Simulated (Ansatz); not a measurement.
**Ge: energies, forces and stress near the listed structure**

How do energy, forces, pressure and gap of Ge change under further strains and shifts, swapped elements? Each case is one self-consistent run.

Program: Ansatz 0.2.0. Level of theory: DFT PBE, scalar-relativistic, plane waves, PAW. These are calculated values, not measurements.

### Step 1. Starting point

Symmetry: I4_1/amd, No. 141, tetragonal system. Conventional cell: a = 5.149 Å, b = 5.149 Å, c = 2.795 Å, α = 90.00°, β = 90.00°, γ = 90.00°. Ge (site symmetry -4m2) has 6 Ge at 2.67 to 2.79 Å as nearest neighbours.

Coordinates:

```cif
data_structure
_symmetry_space_group_name_H-M 'I4_1/amd:1'
_symmetry_Int_Tables_number 141
_cell_length_a 5.1490
_cell_length_b 5.1490
_cell_length_c 2.7948
_cell_angle_alpha 90.000
_cell_angle_beta 90.000
_cell_angle_gamma 90.000
_cell_volume 74.10
loop_
_atom_site_label
_atom_site_type_symbol
_atom_site_symmetry_multiplicity
_atom_site_Wyckoff_symbol
_atom_site_fract_x
_atom_site_fract_y
_atom_site_fract_z
_atom_site_occupancy
Ge1 Ge 4 b 0.00000 0.50000 0.75000 1
```

The structure comes from the Materials Project (structure only).

### Step 2. Substitution of an element, cell strained: Ge → Sn, first probe

What differs from the listed cell: Sn takes all sites of Ge, and lengths are scaled by 1.095 as a first guess of the size; strain xx, yy, zz, yz, xz, xy = -4.9, -4.9, -1.9, +0.0, +0.0, +0.0 %.

input.yaml reads:

```yaml
crystal:
  lattice:
    - [-2.6798607513, 2.6798607513, 1.5005122109]
    - [2.6798607513, -2.6798607513, 1.5005122109]
    - [2.6798607513, 2.6798607513, -1.5005122109]
  atoms:
    - { symbol: Sn, position: [0.25, 0.75, 0.5] }
    - { symbol: Sn, position: [0.5, 0.5, 0.0] }
basis:
  ecutwfc: 420
kpoints:
  mp_grid: { grid: [6, 6, 6] }
hamiltonian:
  xc: pbe
scf:
  occupations: { method: gaussian, width: 0.1 }
output:
  forces: true
  stress: true
  eigenvalues: true
```

### Step 3. Substitution of an element, cell strained: Ge → Sn

input.yaml, as its differences from that of step 2:

```diff
@@ -11,3 +11,3 @@
 kpoints:
-  mp_grid: { grid: [6, 6, 6] }
+  mp_grid: { grid: [16, 16, 16] }
 hamiltonian:
```

### Step 4. A change within the space group

input.yaml reads:

```yaml
crystal:
  lattice:
    - [-2.5650155968, 2.5650155968, 1.3084254061]
    - [2.5650155968, -2.5650155968, 1.3084254061]
    - [2.5650155968, 2.5650155968, -1.3084254061]
  atoms:
    - { symbol: Ge, position: [0.25, 0.75, 0.5] }
    - { symbol: Ge, position: [0.5, 0.5, 0.0] }
basis:
  ecutwfc: 420
kpoints:
  mp_grid: { grid: [16, 16, 16] }
hamiltonian:
  xc: pbe
scf:
  occupations: { method: gaussian, width: 0.1 }
output:
  forces: true
  stress: true
  eigenvalues: true
```

### Step 5. A distortion of lower symmetry

input.yaml reads:

```yaml
crystal:
  lattice:
    - [-2.5274201573, 2.5274201573, 1.6544810167]
    - [2.4325917353, -2.4325917353, 1.3050712721]
    - [2.8363589236, 2.7415305016, -1.4797761444]
  atoms:
    - { symbol: Ge, position: [0.2458801149, 0.7458801149, 0.4917602299] }
    - { symbol: Ge, position: [0.5041198851, 0.5041198851, 0.0082397701] }
basis:
  ecutwfc: 420
kpoints:
  mp_grid: { grid: [14, 14, 14] }
hamiltonian:
  xc: pbe
scf:
  occupations: { method: gaussian, width: 0.1 }
output:
  forces: true
  stress: true
  eigenvalues: true
  populations: true
```

Q: Predict the outcome of this session. Wanted: for each run, case; energy; pressure; largest force.

**Answer**, as computed:

```
step                                                case  energy (meV/atom)  pressure (GPa)  largest force (eV/Å)  gap on the mesh (eV)
   3  substitution of an element, cell strained: Ge → Sn                n/a            25.9                  0.00                  0.00
   4                     a change within the space group               +0.0            10.6                  0.00                  0.00
   5                      a distortion of lower symmetry             -19.6*            -2.5                  0.07                  0.00
```

Energies are counted from step 4, with the smearing taken to zero; a star marks another k mesh, which can shift energies by itself, so starred rows don't rank against the others. Other atoms or functionals have another zero of energy (n/a). A gap of 0.00 means none on the mesh at this level.

In words: Among the distorted cells of the listed formula and level the largest force, 0.07 eV/Å, comes in step 5, shared by 2 atoms. The distorted cells of the listed formula and level show no gap on the mesh.
